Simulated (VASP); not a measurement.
Runs of VASP 6.6.1 on Sb. The structure is cubic, space group Im-3m (No. 229). The conventional cell has a = 3.743 Å, b = 3.743 Å, c = 3.743 Å, α = 90.00°, β = 90.00°, γ = 90.00°. Sb (site symmetry m-3m) has 8 Sb at 3.24 Å as nearest neighbours. This isn't the form of Sb at room conditions, which is rhombohedral.

```tsv
task	potentials or basis	cell	k mesh	cutoff (eV)	smearing	mesh quality	gap on the mesh (eV)	pressure (GPa)
single point	VASP PAW PBE potentials, release 64 (Sb_d_GW)	as given	5 × 5 × 5	450	gaussian 0.02 eV	coarse	none	0.8
single point	VASP PAW PBE potentials, release 64 (Sb_d_GW)	as given	4 × 4 × 4	450	gaussian 0.02 eV	coarse	none	0.0
single point	VASP PAW PBE potentials, release 64 (Sb_d_GW)	as given	5 × 5 × 5	500	gaussian 0.02 eV	coarse	none	0.8
single point	VASP PAW PBE potentials, release 64 (Sb)	cell strained at random at fixed volume	10 × 10 × 10	520	fermi-dirac 0.05 eV	not flagged	none	2.9
single point	VASP PAW PBE potentials, release 64 (Sb)	as given	10 × 10 × 10	520	fermi-dirac 0.05 eV	not flagged	none	(a)
single point	VASP PAW PBE potentials, release 64 (Sb_d_GW)	as given	6 × 6 × 6	500	gaussian 0.02 eV	coarse	none	3.2
```

Alike in all rows: level PBE; no spin polarisation.

Estimate the missing entries.

(a) 3.0.

Caveats: some runs use coarse meshes.

A k mesh can miss the band edges, and the runs leave out spin-orbit coupling on Sb.

A gap of «none» marks a metal or a gap under the smearing width.

The runs don't all hold the same shells in valence.
